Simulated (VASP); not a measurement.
# Cu: relaxation of cell and atoms with PBE+D3(BJ)

The system is Cu.

```xyz
1
Lattice="0.0000 1.8075 1.8075 1.8075 0.0000 1.8075 1.8075 1.8075 0.0000" Properties=species:S:1:pos:R:3 pbc="T T T"
Cu    0.0000    0.0000    0.0000
```

```json
{
  "Program": "VASP 6.6.1",
  "Task": "relaxation of cell and atoms",
  "Functional": "PBE",
  "Dispersion": "D3(BJ)",
  "Potentials or basis": "VASP PAW PBE potentials, release 64 (Cu)",
  "Cutoff": "600 eV",
  "k mesh": "12 × 12 × 12",
  "Occupations": "fermi-dirac, width 0.05 eV",
  "Spin": "no spin polarisation",
  "Ladder": "gaps",
  "Further INCAR settings": "ALGO = Normal; EDIFF = 1e-07; IBRION = 2; EDIFFG = -0.02; NSW = 60; ISIF = 3"
}
```

```
Relaxed volume                         : 11.34 Å³/atom
Relaxed cell                           : a = 2.522 Å, b = 2.522 Å, c = 2.522 Å, α = 60.00°, β = 60.00°, γ = 60.00°
Space group after relaxing (to 0.05 Å) : Fm-3m (No. 225)
Energy gained by relaxing              : 9.1 meV/atom
Ionic steps                            : 3
Pressure after relaxing                : 0.0 GPa
Band gap on the k mesh                 : none (metal or under the smearing width)
Dispersion energy per atom             : -0.608 eV
```

The path:
| step | energy change (eV) | largest force (eV/Å) | pressure (GPa) | volume (Å³) |
| --- | --- | --- | --- | --- |
| 1 | 0.0000 | 0.0000 | -5.95 | 11.81 |
| 2 | -0.0057 | 0.0000 | 4.18 | 11.08 |
| 3 | -0.0091 | 0.0000 | 0.01 | 11.34 |

Final structure:
```
Cu
1.0
     0.00000    1.78338    1.78338
     1.78338    0.00000    1.78338
     1.78338    1.78338    0.00000
Cu
1
Direct
  0.00000 0.00000 0.00000
```

Levels at points of the mesh, in eV from the Fermi level:
```
           k point  band 3  band 4  band 5  band 6  band 7  band 8  band 9
(0.00, 0.00, 0.00)   -3.09   -3.09   -2.21   -2.21   22.99   25.95   25.95
(0.50, 0.00, 0.00)   -3.12   -1.61   -1.61   -1.05    4.03   21.46   22.78
(0.50, 0.50, 0.00)   -1.63   -1.45   -1.45    1.54    7.47   13.47   13.47
```

It took 8.9 s on 1 thread of Intel(R) Xeon(R) 6975P-C (Granite Rapids) (shared host), peak memory 0.14 GiB.

Caveat: pairwise dispersion overbinds metals, which lowers pressure and volume.
